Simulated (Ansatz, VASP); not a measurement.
**One calculation of TaN, two programs**

The input INCAR:

```
SYSTEM = TaN
  PREC = Accurate
  ENCUT = 520
  EDIFF = 1E-8
  ISMEAR = -1
  SIGMA = 0.03
  LREAL = .FALSE.
  LASPH = .TRUE.
  NELM = 60
  ALGO = Normal
  ISIF = 2
  LWAVE = .FALSE.
  LCHARG = .FALSE.
  LEFG = .TRUE.
  NBANDS = 24
```

The input KPOINTS:

```
regular mesh
0
G
  9 9 5
  0 0 0
```

POSCAR

```
TaN
1.0
    3.1110011123      0.0000000000      0.0000000000
   -1.5555005562      2.6942059945      0.0000000000
    0.0000000000      0.0000000000      4.9400000000
Ta N
2 2
Direct
    0.3333333333      0.6666666667      0.0000000000
    0.6666666667      0.3333333333      0.5000000000
    0.3333333333      0.6666666667      0.3850000000
    0.6666666667      0.3333333333      0.8850000000
```

Input for Ansatz:

```yaml
crystal:
  lattice:
    - [3.1110011123, 0.0, 0.0]
    - [-1.5555005562, 2.6942059945, 0.0]
    - [0.0, 0.0, 4.94]
  atoms:
    - { symbol: Ta, position: [0.3333333333, 0.6666666667, 0.0] }
    - { symbol: Ta, position: [0.6666666667, 0.3333333333, 0.5] }
    - { symbol: "N", position: [0.3333333333, 0.6666666667, 0.385] }
    - { symbol: "N", position: [0.6666666667, 0.3333333333, 0.885] }
kpoints:
  mp_grid: { grid: [9, 9, 5] }
scf:
  occupations: { method: fermi_dirac, width: 0.03 }
hamiltonian:
  xc: lda
  pseudopotentials: { kind: paw }
output:
  forces: true
  stress: true
  eigenvalues: true
  efg: { contact_densities: true }
```

Change from the starting cell: equal xx and yy strain of +2 %, PAW files.

Alike in both runs: task electric field gradients; functional LDA; k mesh 9 × 9 × 5; occupations fermi-dirac, width 0.03 eV; no spin polarisation.

```csv
,VASP,Ansatz
version,VASP 6.6.1,Ansatz 0.2.0
potentials or method,"VASP PAW LDA potentials, release 64 (Ta_pv, N)","PAW with Ansatz's default frozen-core files, scalar-relativistic"
plane-wave cutoff (eV),520,420
valence electrons in the cell,32,36
```

VASP gave:

```
pressure (GPa)                                                 : 95.0
largest component of the traceless stress (GPa)                : 7.98
rms of the force components (eV/Å)                             : 0.695
Vzz of the field gradient on the site that differs most (V/Å²) : 93.3
```

Task: What did Ansatz give for the same quantities?

Result: Pressure (GPa): 91.4; largest component of the traceless stress (GPa): 7.69; rms of the force components (eV/Å): 0.701; Vzz of the field gradient on the site that differs most (V/Å²): 100.0.

Atom by atom the forces differ by 0.006 eV/Å (rms over components). The two sets of potentials don't hold the same shells in valence. Ansatz warned: «gradients_without_spin_orbit».

Caveats: the cell as given lies far from equilibrium; so large a pressure means that the cell lies far from this level's equilibrium, or that cutoff or potentials fall short (VASP); forces of over 1 eV/Å show positions far from the minimum, so gaps and moduli don't describe the material at rest. Spin-orbit coupling is left out, which matters for the levels of Ta.
